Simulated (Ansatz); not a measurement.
## What a change of settings does to a run on CdO

The cell comes from COD entry 9006671, which wasn't checked; take it as a given geometry. The listed cell was then made from it by scaling, straining or moving an atom.

First run: DFT, PBEsol, all-electron LAPW, scalar-relativistic (Ansatz 0.2.0).

Command: `ansatz run input.yaml --threads 1 --pin off --max-ram 2048MiB --backend cpu --events-out ev --progress --plain --runs-dir out` The run took 8.2 s on 1 thread of AMD EPYC 7R43 64-Core Processor (Zen 3), with other jobs on the host, peak memory 0.4 GiB.

```yaml
crystal:
  lattice:
    - [0.0, 2.3164143529, 2.3164143529]
    - [2.3164143529, 0.0, 2.3164143529]
    - [2.3164143529, 2.3164143529, 0.0]
  atoms:
    - { symbol: Cd, position: [0.0, 0.0, 0.0] }
    - { symbol: O, position: [0.5, 0.5, 0.5] }
kpoints:
  mp_grid: { grid: [11, 11, 11] }
scf:
  occupations: { method: fermi_dirac, width: 0.02 }
hamiltonian:
  xc: pbesol
  pseudopotentials: { kind: all_electron, lapw: { basis_error: 0.0005 } }
output:
  forces: true
  stress: true
  eigenvalues: true
```

Result: converged; pressure 5.89 GPa; no gap on the k mesh; 7 SCF iterations.

The input is then changed:

```diff
@@ -10,5 +10,5 @@
   mp_grid: { grid: [11, 11, 11] }
 scf:
-  occupations: { method: fermi_dirac, width: 0.02 }
+  occupations: { method: methfessel_paxton, width: 0.15 }
 hamiltonian:
   xc: pbesol
@@ -18,3 +18,6 @@
   stress: true
   eigenvalues: true
+accuracy: medium
+magnetization:
+  spin_polarized: true
```

Problem. Predict the outcome of the changed run.

Solution. It converged; pressure 5.88 GPa; moment 0.00 μB; 10 SCF iterations.
